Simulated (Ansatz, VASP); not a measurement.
ZrB2 in VASP and in Ansatz

The input INCAR:

```
SYSTEM = ZrB2
  PREC = Accurate
  ENCUT = 520
  EDIFF = 1E-6
  ISMEAR = 0
  SIGMA = 0.1
  LREAL = .FALSE.
  LASPH = .TRUE.
  NELM = 150
  ALGO = Normal
  ISIF = 2
  LWAVE = .FALSE.
  LCHARG = .FALSE.
  MAGMOM = 0 0 0 0 0 0 0 0 0
  LORBIT = 11
  LSORBIT = .TRUE.
  GGA_COMPAT = .FALSE.
  LORBMOM = .TRUE.
  LMAXMIX = 4
  GGA = PE
  NBANDS = 31
```

Contents of KPOINTS:

```
Automatic mesh
0
G
  15 15 12
  0 0 0
```

Contents of POSCAR:

```
ZrB2
1.0
    3.1711659775      0.0000000000      0.0000000000
   -1.5855829887      2.7463102961      0.0000000000
    0.0000000000      0.0000000000      3.5422975713
Zr B
1 2
Direct
    0.0000000000      0.0000000000      0.0000000000
    0.3333333333      0.6666666667      0.5000000000
    0.6666666667      0.3333333333      0.5000000000
```

Input for Ansatz:

```yaml
crystal:
  lattice:
    - [3.1711659775, 0.0, 0.0]
    - [-1.5855829887, 2.7463102961, 0.0]
    - [0.0, 0.0, 3.5422975713]
  atoms:
    - { symbol: Zr, position: [0.0, 0.0, 0.0] }
    - { symbol: B, position: [0.3333333333, 0.6666666667, 0.5] }
    - { symbol: B, position: [0.6666666667, 0.3333333333, 0.5] }
basis:
  ecutwfc: 420
kpoints:
  mp_grid: { grid: [15, 15, 12] }
  band_path:
    path:
      - [[0.0, 0.0, 0.0], [0.5, 0.0, 0.0], [0.33333333, 0.33333333, 0.0], [0.0, 0.0, 0.0], [0.0, 0.0, 0.5], [0.5, 0.0, 0.5], [0.33333333, 0.33333333, 0.5], [0.0, 0.0, 0.5]]
      - [[0.5, 0.0, 0.5], [0.5, 0.0, 0.0]]
      - [[0.33333333, 0.33333333, 0.5], [0.33333333, 0.33333333, 0.0]]
    npoints: 10
hamiltonian:
  xc: pbe
scf:
  occupations: { method: gaussian, width: 0.1 }
output:
  forces: true
  stress: true
  eigenvalues: true
  populations: true
  dos: { projected: true, de: 0.02 }
  bader: false
  write_density: true
  write_potential: true
  elf: true
  volumetric_format: npy
magnetization:
  noncollinear: true
  spin_orbit: true
```

Alike in both runs: task single point; functional PBE; k mesh 15 × 15 × 12; occupations gaussian, width 0.1 eV; non-collinear spin, spin-orbit coupling.

|  | VASP | Ansatz |
| --- | --- | --- |
| version | VASP 6.6.1 | Ansatz 0.2.0 |
| potentials or method | VASP PAW PBE potentials, release 64 (Zr_sv, B) | plane waves, PAW |
| plane-wave cutoff (eV) | 520 | 420 |
| valence electrons in the cell | 18 | 18 |

|  | VASP | Ansatz | Ansatz less VASP |
| --- | --- | --- | --- |
| gap on the k mesh at the Fermi level (eV) | none | none | - |
| pressure (GPa) | 0.1 | 0.0 | -0.14 |
| largest component of the traceless stress (GPa) | 0.06 | 0.00 | -0.057 |
| net moment per atom (μB) | 0.00 | 0.00 | 0.000 |

A gap of «none» marks a metal or a gap that the smearing closes.
